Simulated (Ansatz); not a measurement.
AlAs: reading a single point

```yaml
crystal:
  lattice:
    - [0.00000, 2.80600, 2.80600]
    - [2.80600, 0.00000, 2.80600]
    - [2.80600, 2.80600, 0.00000]
  atoms:
    - { symbol: Al, position: [0.00000, 0.00000, 0.00000] }
    - { symbol: As, position: [0.25000, 0.25000, 0.25000] }
```

Method: PBE, no spin polarisation; PAW, plane waves to 420 eV, 8×8×8 Γ-centred mesh, fermi-dirac occupations (width 0.1 eV) (Ansatz 0.2.0), atoms fixed.

**Formation energy.** -0.47 eV an atom against the elements' usual phases (free molecules for gases, crystals otherwise, with no correction for O₂ or N₂), so it is bound against them; other compounds may still compete. Relaxing would lower it.
**Stress.** The pressure is 4.7 GPa (compression positive), so with the atoms held at these fractions the cell would first expand.
**Electronic structure.** The gap is 1.40 eV, indirect (the least direct gap found is 2.26 eV).
**Charges.** Bader charges in e: Al +2.00, As -2.00. In the mean Al gives up most and As takes most.
**Band edges.** Within 0.7 eV of the edges, the states project mainly on As p (81 %) and Al p (16 %) below the gap and on Al p (57 %) and As s (16 %) above it.

Origin: a database entry at a rescaled volume.
